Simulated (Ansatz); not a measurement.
Crystals in the rock-salt structure, computed with PBEsol in Ansatz (plane-wave DFT, scalar-relativistic, harmonic phonons, no LO–TO term at Γ; fixed occupations; no spin; PAW, where unfrozen means all-electron datasets; each on its own modest k mesh, which can be coarse for ε∞).

```json
{"crystal": "LiF [Li]", "cell": "relaxed", "k mesh": "6×6×6", "potentials": "hand-made PAW", "phonons by": "linear response", "Å³/atom": "8.03", "top Γ mode (cm⁻¹)": "301", "lowest mode at X = [0.5, 0, 0.5] (cm⁻¹)": "242", "top mode at X = [0.5, 0, 0.5] (cm⁻¹)": "456", "mean ε∞": "2.09", "mean Born charge of the element in brackets (e)": "1.05"}
{"crystal": "NaCl [Na]", "cell": "relaxed", "k mesh": "6×6×6", "potentials": "hand-made PAW", "phonons by": "linear response", "Å³/atom": "21.98", "top Γ mode (cm⁻¹)": "?", "lowest mode at X = [0.5, 0, 0.5] (cm⁻¹)": "?", "top mode at X = [0.5, 0, 0.5] (cm⁻¹)": "?", "mean ε∞": "?", "mean Born charge of the element in brackets (e)": "?"}
{"crystal": "MgO [Mg]", "cell": "relaxed", "k mesh": "6×6×6", "potentials": "hand-made PAW", "phonons by": "linear response", "Å³/atom": "9.36", "top Γ mode (cm⁻¹)": "386", "lowest mode at X = [0.5, 0, 0.5] (cm⁻¹)": "284", "top mode at X = [0.5, 0, 0.5] (cm⁻¹)": "534", "mean ε∞": "3.24", "mean Born charge of the element in brackets (e)": "1.99"}
{"crystal": "MgS [Mg]", "cell": "relaxed", "k mesh": "6×6×6", "potentials": "hand-made PAW", "phonons by": "linear response", "Å³/atom": "17.40", "top Γ mode (cm⁻¹)": "242", "lowest mode at X = [0.5, 0, 0.5] (cm⁻¹)": "123", "top mode at X = [0.5, 0, 0.5] (cm⁻¹)": "303", "mean ε∞": "5.44", "mean Born charge of the element in brackets (e)": "2.31"}
```

Task: Estimate the entries marked ?.

Result: NaCl: top Γ mode (cm⁻¹) 166, lowest mode at X = [0.5, 0, 0.5] (cm⁻¹) 81, top mode at X = [0.5, 0, 0.5] (cm⁻¹) 185, mean ε∞ 2.57, mean Born charge of the element in brackets (e) 1.09.
